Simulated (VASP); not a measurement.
# Rh (Fm-3m) in VASP: notebook

One crystal, Rh, is run at these levels: PBE0, PBE; tasks: single point.

All numbers are computed with VASP 6.6.1; they aren't measurements. Logs are shortened: lines on timing, memory, paths and dates and some standing lists are left out, and cuts for length are marked.

**1. The structure**

The structure is cubic, space group Fm-3m (No. 225). The conventional cell has a = 3.830 Å, b = 3.830 Å, c = 3.830 Å, α = 90.00°, β = 90.00°, γ = 90.00°. Rh (site symmetry m-3m) has 12 Rh at 2.71 Å as nearest neighbours.

**2. Single point, PBE0**

The input, POSCAR:

```
Rh                                      
1.0
    0.0000000000      1.9148039974      1.9148039974
    1.9148039974     -0.0000000000      1.9148039974
    1.9148039974      1.9148039974      0.0000000000
  Rh            
     1
Direct
     0.0000000000000000    0.0000000000000000    0.0000000000000000
```

The input, INCAR.step1:

```
SYSTEM = Rh
  PREC = Accurate
  ENCUT = 450
  EDIFF = 1E-5
  ISMEAR = 1
  SIGMA = 0.1
  LREAL = .False.
  LASPH = .True.
  NELM = 120
  ALGO = Normal
  ISIF = 2
  LWAVE = .True.
  LCHARG = .False.
  NBANDS = 14
  KPAR = 4
  GGA = PE
```

The input, INCAR.step2:

```
SYSTEM = Rh
  PREC = Accurate
  ENCUT = 450
  EDIFF = 1E-6
  ISMEAR = 1
  SIGMA = 0.1
  LREAL = .False.
  LASPH = .True.
  NELM = 120
  ALGO = Normal
  ISIF = 2
  LWAVE = .False.
  LCHARG = .False.
  GGA = PE
  LHFCALC = .True.
  AEXX = 0.25
  PRECFOCK = Fast
  HFRCUT = -1
  NBANDS = 14
  KPAR = 4
  ISTART = 1
```

The input, KPOINTS:

```
Automatic mesh
0
Gamma
  11 11 11
  0 0 0
```

Potentials or basis: VASP PAW PBE potentials, release 64 (Rh_pv).

Command:

```sh
cat potpaw_PBE.64/Rh_pv/POTCAR > POTCAR
cp INCAR.step1 INCAR
mpirun -np 4 vasp_std > vasp.out
cp INCAR.step2 INCAR
mpirun -np 4 vasp_std > vasp.out
```

OUTCAR:

```text
SYSTEM = Rh
   PREC = Accurate
   ENCUT = 450
   EDIFF = 1E-6
   ISMEAR = 1
   LREAL = .False.
   LASPH = .True.
   NELM = 120
   ISIF = 2
   GGA = PE
   LHFCALC = .True.
   AEXX = 0.25
   PRECFOCK = Fast
   ISTART = 1

 ion  position               nearest neighbor table
   1  0.000  0.000  0.000-

  LATTYP: Found a face centered cubic cell.
 ALAT       =     3.8296079948

  Lattice vectors:

 A1 = (   0.0000000000,   1.9148039974,   1.9148039974)
 A2 = (   1.9148039974,   0.0000000000,   1.9148039974)
 A3 = (   1.9148039974,   1.9148039974,   0.0000000000)

Analysis of symmetry for initial positions (statically):
=====================================================================
 Subroutine PRICEL returns:
 Original cell was already a primitive cell.

 Routine SETGRP: Setting up the symmetry group for a
 face centered cubic supercell.

 Subroutine GETGRP returns: Found 48 space group operations
 (whereof 48 operations were pure point group operations)
 out of a pool of 48 trial point group operations.

The static configuration has the point symmetry O_h .

Analysis of symmetry for dynamics (positions and initial velocities):
=====================================================================
 Subroutine PRICEL returns:
 Original cell was already a primitive cell.

 Routine SETGRP: Setting up the symmetry group for a
 face centered cubic supercell.

 Subroutine GETGRP returns: Found 48 space group operations
 (whereof 48 operations were pure point group operations)
 out of a pool of 48 trial point group operations.

The dynamic configuration has the point symmetry O_h .

 Subroutine INISYM returns: Found 48 space group operations
 (whereof 48 operations are pure point group operations),
 and found     1 'primitive' translations

----------------------------------------------------------------------------------------

                                     Primitive cell

  volume of cell :      14.0412

  direct lattice vectors                    reciprocal lattice vectors
     0.000000000  1.914803997  1.914803997    -0.261123332  0.261123332  0.261123332
     1.914803997  0.000000000  1.914803997     0.261123332 -0.261123332  0.261123332
     1.914803997  1.914803997  0.000000000     0.261123332  0.261123332 -0.261123332

  length of vectors
     2.707941782  2.707941782  2.707941782     0.452278878  0.452278878  0.452278878

  position of ions in fractional coordinates (direct lattice)
     0.000000000  0.000000000  0.000000000

  ion indices of the primitive-cell ions
   primitive index   ion index
                 1           1

----------------------------------------------------------------------------------------

 KPOINTS: Automatic mesh

Automatic generation of k-mesh.
 Grid dimensions read from file:
 generate k-points for:   11   11   11

 Generating k-lattice:

  Cartesian coordinates                     Fractional coordinates (reciprocal lattice)
    -0.023738485  0.023738485  0.023738485     0.090909091  0.000000000  0.000000000
     0.023738485 -0.023738485  0.023738485     0.000000000  0.090909091  0.000000000
     0.023738485  0.023738485 -0.023738485     0.000000000  0.000000000  0.090909091

  Length of vectors
     0.041116262  0.041116262  0.041116262

  Shift w.r.t. Gamma in fractional coordinates (k-lattice)
     0.000000000  0.000000000  0.000000000

 Subroutine IBZKPT returns following result:
 ===========================================

 Found     56 irreducible k-points:

 Following reciprocal coordinates:
            Coordinates               Weight
  0.000000  0.000000  0.000000      1.000000
  0.090909  0.000000  0.000000      8.000000
  0.181818  0.000000  0.000000      8.000000
  0.272727  0.000000  0.000000      8.000000
  0.363636  0.000000  0.000000      8.000000
  0.454545  0.000000  0.000000      8.000000
[... 16 lines left out ...]
 -0.272727  0.181818  0.000000     24.000000
 -0.181818  0.181818  0.000000     12.000000
 [... further k-points ...]
   k-points           NKPTS =     56   k-points in BZ     NKDIM =   1331   number of bands    NBANDS=     14
   number of dos      NEDOS =    301   number of ions     NIONS =      1
   total plane-waves  NPLWV =   8000
   dimension x,y,z NGX =    20 NGY =   20 NGZ =   20
   dimension x,y,z NGXF=    40 NGYF=   40 NGZF=   40
   ions per type =               1
   NGX,Y,Z   is equivalent  to a cutoff of  12.28, 12.28, 12.28 a.u.
   NGXF,Y,Z  is equivalent  to a cutoff of  24.56, 24.56, 24.56 a.u.
 SYSTEM =  Rh
   PREC   = accura    normal or accurate (medium, high low for compatibility)
   ISTART =      1    job   : 0-new  1-cont  2-samecut
   ICHARG =      0    charge: 1-file 2-atom 10-const
   ISPIN  =      1    spin polarized calculation?
   LNONCOLLINEAR =      F non collinear calculations
   LSORBIT =      F    spin-orbit coupling
   LASPH  =      T    aspherical Exc in radial PAW
   ENCUT  =  450.0 eV  33.07 Ry    5.75 a.u.   4.68  4.68  4.68*2*pi/ulx,y,z
   NELM   =    120;   NELMIN=  2; NELMDL=  0     # of ELM steps
   EDIFF  = 0.1E-05   stopping-criterion for ELM
   LREAL  =      F    real-space projection
   EDIFFG = 0.1E-04   stopping-criterion for IOM
   NSW    =      0    number of steps for IOM
   IBRION =     -1    ionic relax: 0-MD 1-quasi-New 2-CG
   NFREE  =      0    steps in history (QN), initial steepest desc. (CG)
   ISIF   =      2    stress and relaxation
   ISYM   =      3    0-nonsym 1-usesym 2-fastsym
   POTIM  = 0.5000    time-step for ionic-motion
   TEBEG  =    0.0;   TEEND  =   0.0 temperature during run
   PSTRESS=    0.0 pullay stress
   NELECT =      15.0000    total number of electrons
   NUPDOWN=      -1.0000    fix difference up-down
   EMIN   =  10.00;   EMAX   =-10.00  energy-range for DOS
   EFERMI =   0.00;   METHOD = LEGACY
   ISMEAR =     1;   SIGMA  =   0.10  broadening in eV -4-tet -1-fermi 0-gaus
   EFERMI_NEDOS =   21; number of points for ismear=-14 and -15
   IALGO  =     38    algorithm
   IMIX   =      1    mixing-type and parameters
     AMIX     =   0.40;   BMIX     =  1.00
     AMIX_MAG =   1.60;   BMIX_MAG =  1.00
  volume/ion in A,a.u.               =      14.04        94.75
  Fermi-wavevector in a.u.,A,eV,Ry     =   1.673546  3.162543 38.106591  2.800755
  Thomas-Fermi vector in A             =   2.758498
   LORBIT       =      0    0 simple, 1 ext, 2 COOP (PROOUT), +10 PAW based schemes
   GGA     = PE    functional components
   LHFCALC =     T    Hartree Fock is set to
   PRECFOCK=fast      Normal, Fast or Accurate (Low or Medium for compatibility)
   ENCUT4O =  -1.0   cutoff for four orbital integrals eV
   NKREDX  =     1    reduce k-point grid by
   NKREDY  =     1    reduce k-point grid by
   NKREDZ  =     1    reduce k-point grid by
   AEXX    =    0.2500 exact exchange contribution
   HFSCREEN=    0.0000 screening length (either q_TF or 0.3 A-1)
   HFSCREENC=   0.0000 screening length for correlation (either q_TF or 0.3 A-1)
   ENCUTFOCK=  -1.0 apply spherical cutoff to Coloumb kernel
   IVDW    =     0    specifies the selected vdW correction
   LEPSILON=     F    determine dielectric tensor
   LRPA    =     F    only Hartree local field effects (RPA)
 non-spin polarized calculation
 Methfessel and Paxton  Order N= 1 SIGMA  =   0.10
  energy-cutoff  :      450.00
  volume of cell :       14.04
 maximum number of plane-waves:       314
  NGX = 12; NGY = 12; NGZ = 12

 number of electron      15.0000003 magnetization

 Free energy of the ion-electron system (eV)
  ---------------------------------------------------
  ext. energy  EPLUGINS =         0.00000000
  ---------------------------------------------------
  free energy    TOTEN  =        -9.22453833 eV

  energy without entropy =       -9.22433474  energy(sigma->0) =       -9.22447046

 E-fermi :  10.9480     XC(G=0): -10.8693

 val. band max:       10.9000507658   @ k =   0.4545   0.2727   0.0909
 cond. band min:      11.0784821429   @ k =   0.4545   0.4545   0.0000
 fundamental gap:      0.1784313771
 Fermi energy:        10.9480471522

 k-point     1 :       0.0000    0.0000    0.0000
  band No.  band energies     occupation
      1     -38.6861      2.00000
      2     -38.6861      2.00000
      3     -38.6861      2.00000
      4       2.1277      2.00000
      5       7.1865      2.00000
      6       7.1865      2.00000
      7       7.1865      2.00000
      8       9.0516      2.00000
      9       9.0516      2.00000
     10      28.6804      0.00000
     11      34.3068      0.00000
     12      34.3068      0.00000
     13      34.3068      0.00000
     14      37.2584      0.00000

 k-point     2 :       0.0909    0.0000    0.0000
  band No.  band energies     occupation
      1     -38.7598      2.00000
      2     -38.7001      2.00000
      3     -38.7001      2.00000
      4       2.4828      2.00000
      5       7.0119      2.00000
      6       7.3024      2.00000
      7       7.3024      2.00000
      8       8.9625      2.00000
      9       8.9625      2.00000
     10      29.1580      0.00000
     11      32.6581      0.00000
     12      34.7925      0.00000
     13      34.7925      0.00000
     14      37.2584      0.00000

 k-point     3 :       0.1818    0.0000    0.0000
  band No.  band energies     occupation
      1     -38.9323      2.00000
      2     -38.7255      2.00000
      3     -38.7255      2.00000
      4       3.4023      2.00000
      5       6.8681      2.00000
      6       7.5190      2.00000
      7       7.5190      2.00000
      8       9.0922      2.00000
      9       9.0922      2.00000
     10      29.8234      0.00000
     11      30.2472      0.00000
     12      36.1158      0.00000
     13      36.1158      0.00000
     14      37.2582      0.00000
[... 324 lines left out ...]
 k-point    23 :      -0.2727    0.1818    0.0000
  band No.  band energies     occupation
      1     -39.2776      2.00000
      2     -38.9573      2.00000
      3     -38.7916      2.00000
      4       5.2675      2.00000
      5       6.5951      2.00000
      6       7.0636      2.00000
      7       7.8848      2.00000
      8       9.5165      2.00000
      9      13.9441      0.00000
     10      25.6647      0.00000
     11      28.7391      0.00000
     12      32.1957      0.00000
     13      36.9033      0.00000
     14      37.2407      0.00000

 k-point    24 :      -0.1818    0.1818    0.0000
  band No.  band energies     occupation
      1     -39.1399      2.00000
      2     -38.8819      2.00000
      3     -38.7539      2.00000
      4       5.0198      2.00000
      5       6.2555      2.00000
      6       7.2215      2.00000
      7       8.1665      2.00000
      8       8.5542      2.00000
      9      12.1139     -0.00000
     10      28.1543      0.00000
     11      29.7895      0.00000
     12      34.0153      0.00000
     13      34.9091      0.00000
     14      37.2601      0.00000

 [... further k-points ...]

------------------------ aborting loop because EDIFF is reached ----------------------------------------

  FORCE on cell =-STRESS in cart. coord.  units (eV):
  Direction    XX          YY          ZZ          XY          YZ          ZX
  --------------------------------------------------------------------------------------
  -------------------------------------------------------------------------------------
  Total       -0.8727335     -0.8727335     -0.8727335      0.0000000      0.0000000      0.0000000
  in kB      -99.5839346    -99.5839346    -99.5839346      0.0000000      0.0000000      0.0000000
  external PRESSURE =     -99.5839346 kB  Pullay stress =       0.0000000 kB

 VOLUME and BASIS-vectors are now :
 -----------------------------------------------------------------------------
  energy-cutoff  :      450.00
  volume of cell :       14.04
      direct lattice vectors                 reciprocal lattice vectors
     0.000000000  1.914803997  1.914803997    -0.261123332  0.261123332  0.261123332
     1.914803997  0.000000000  1.914803997     0.261123332 -0.261123332  0.261123332
     1.914803997  1.914803997  0.000000000     0.261123332  0.261123332 -0.261123332

 POSITION                                       TOTAL-FORCE (eV/Angst)
 -----------------------------------------------------------------------------------
      0.00000      0.00000      0.00000         0.000000      0.000000      0.000000
 -----------------------------------------------------------------------------------
    total drift:                               -0.000000      0.000000     -0.000000

  FREE ENERGIE OF THE ION-ELECTRON SYSTEM (eV)
  ---------------------------------------------------
  free  energy   TOTEN  =        -9.2245383259 eV

  energy  without entropy=       -9.2243347356  energy(sigma->0) =       -9.22447046
```

Wall time 17 min (4 MPI ranks of Intel Xeon 6975P-C (Granite Rapids), shared host); peak memory 0.14 GiB.

Results:

```
Free energy            : -9.2245 eV
Pressure               : -10.0 GPa
Band gap on the k mesh : none (metal or under the smearing width)
```

Caveat: the PAW data sets were made with another functional, which shifts forces and pressure a little.

**3. Single point, PBE**

The input, INCAR:

```
SYSTEM = Rh
  PREC = Accurate
  ENCUT = 300
  EDIFF = 1E-6
  ISMEAR = 1
  SIGMA = 0.1
  LREAL = .False.
  LASPH = .True.
  NELM = 120
  ALGO = Normal
  ISIF = 2
  LWAVE = .False.
  LCHARG = .False.
  GGA = PE
  NBANDS = 14
  KPAR = 4
```

The input, KPOINTS:

```
Automatic mesh
0
Gamma
  20 20 20
  0 0 0
```

POSCAR is that of step 2.

Potentials or basis: VASP PAW PBE potentials, release 64 (Rh_pv).

Command:

```sh
cat potpaw_PBE.64/Rh_pv/POTCAR > POTCAR
mpirun -np 4 vasp_std > vasp.out
```

OUTCAR:

```text
SYSTEM = Rh
   PREC = Accurate
   ENCUT = 300
   EDIFF = 1E-6
   ISMEAR = 1
   LREAL = .False.
   LASPH = .True.
   NELM = 120
   ISIF = 2
   GGA = PE

 ion  position               nearest neighbor table
   1  0.000  0.000  0.000-

  LATTYP: Found a face centered cubic cell.
 ALAT       =     3.8296079948

  Lattice vectors:

 A1 = (   0.0000000000,   1.9148039974,   1.9148039974)
 A2 = (   1.9148039974,   0.0000000000,   1.9148039974)
 A3 = (   1.9148039974,   1.9148039974,   0.0000000000)

[... 586 lines left out ...]
     14      34.6256      0.00000

 [... further k-points ...]

------------------------ aborting loop because EDIFF is reached ----------------------------------------

  FORCE on cell =-STRESS in cart. coord.  units (eV):
  Direction    XX          YY          ZZ          XY          YZ          ZX
  --------------------------------------------------------------------------------------
  -------------------------------------------------------------------------------------
  Total       -0.0331380     -0.0331380     -0.0331380     -0.0000000      0.0000000      0.0000000
  in kB       -3.7812416     -3.7812416     -3.7812416     -0.0000000      0.0000000      0.0000000
  external PRESSURE =      -3.7812416 kB  Pullay stress =       0.0000000 kB

 VOLUME and BASIS-vectors are now :
 -----------------------------------------------------------------------------
  energy-cutoff  :      300.00
  volume of cell :       14.04
      direct lattice vectors                 reciprocal lattice vectors
     0.000000000  1.914803997  1.914803997    -0.261123332  0.261123332  0.261123332
     1.914803997  0.000000000  1.914803997     0.261123332 -0.261123332  0.261123332
     1.914803997  1.914803997  0.000000000     0.261123332  0.261123332 -0.261123332

 POSITION                                       TOTAL-FORCE (eV/Angst)
 -----------------------------------------------------------------------------------
      0.00000      0.00000      0.00000         0.000000     -0.000000      0.000000
 -----------------------------------------------------------------------------------
    total drift:                                0.000000      0.000000      0.000000

  FREE ENERGIE OF THE ION-ELECTRON SYSTEM (eV)
  ---------------------------------------------------
  free  energy   TOTEN  =        -7.2653344406 eV

  energy  without entropy=       -7.2654577907  energy(sigma->0) =       -7.26537556
```

It took 2.4 s on 4 MPI ranks of Intel Xeon 6975P-C (Granite Rapids), shared host; peak memory 0.11 GiB.

Results:

```
Free energy            : -7.2653 eV
Pressure               : -0.4 GPa
Band gap on the k mesh : none (metal or under the smearing width)
```

Caveat: the cutoff is under 1.25 times the usual one of these potentials, so pressure, stress and relaxed cells hold a basis-set (Pulay) error.

**4. Single point, PBE**

INCAR, as its differences from that of step 3:

```diff
@@ -2,3 +2,3 @@
   PREC = Accurate
-  ENCUT = 300
+  ENCUT = 600
   EDIFF = 1E-6
```

KPOINTS is that of step 3.

POSCAR is that of step 3.

Command:

```sh
cat potpaw_PBE.64/Rh_pv/POTCAR > POTCAR
mpirun -np 4 vasp_std > vasp.out
```

Wall time 5.6 s (4 MPI ranks of Intel Xeon 6975P-C (Granite Rapids), shared host); peak memory 0.17 GiB.

The run converged. Its results:

```
Free energy            : -7.2598 eV
Pressure               : -0.1 GPa
Band gap on the k mesh : none (metal or under the smearing width)
```

Levels at points of the mesh, in eV from the Fermi level:
```tsv
k point	band 5	band 6	band 7	band 8	band 9	band 10
(0.00, 0.00, 0.00)	-2.98	-2.98	-2.98	-0.97	-0.97	16.00
(0.50, 0.00, 0.00)	-3.06	-3.06	0.54	0.54	0.75	8.42
(0.50, 0.50, 0.00)	-5.76	0.51	0.94	0.94	3.23	12.00
```

**5. The runs side by side**

| level | k mesh | cutoff (eV) | grid for exact exchange (PRECFOCK) | exchange at q = 0 | gap on the mesh (eV) | pressure (GPa) |
| --- | --- | --- | --- | --- | --- | --- |
| PBE0 | 11 × 11 × 11 | 450 | Fast | truncated | none | -10.0 |
| PBE | 20 × 20 × 20 | 300 | - | - | none | -0.4 |
| PBE | 20 × 20 × 20 | 600 | - | - | none | -0.1 |

Alike in all rows: task single point; potentials or basis VASP PAW PBE potentials, release 64 (Rh_pv); no spin polarisation; cell as given; smearing methfessel-paxton 0.1 eV.

Every run on the cell as given and a fine mesh finds a metal. The pressure there spans -10.0 GPa (PBE0) to -0.1 GPa (PBE); a positive pressure means that this level wants a larger cell, a negative one a smaller.

Caveats: the PAW data sets were made with another functional, which shifts forces and pressure a little (some runs); the cutoff is under 1.25 times the usual one of these potentials, so pressure, stress and relaxed cells hold a basis-set (Pulay) error (some runs).

Total energies depend on the potentials used, so only differences within one code and one set of settings carry meaning.
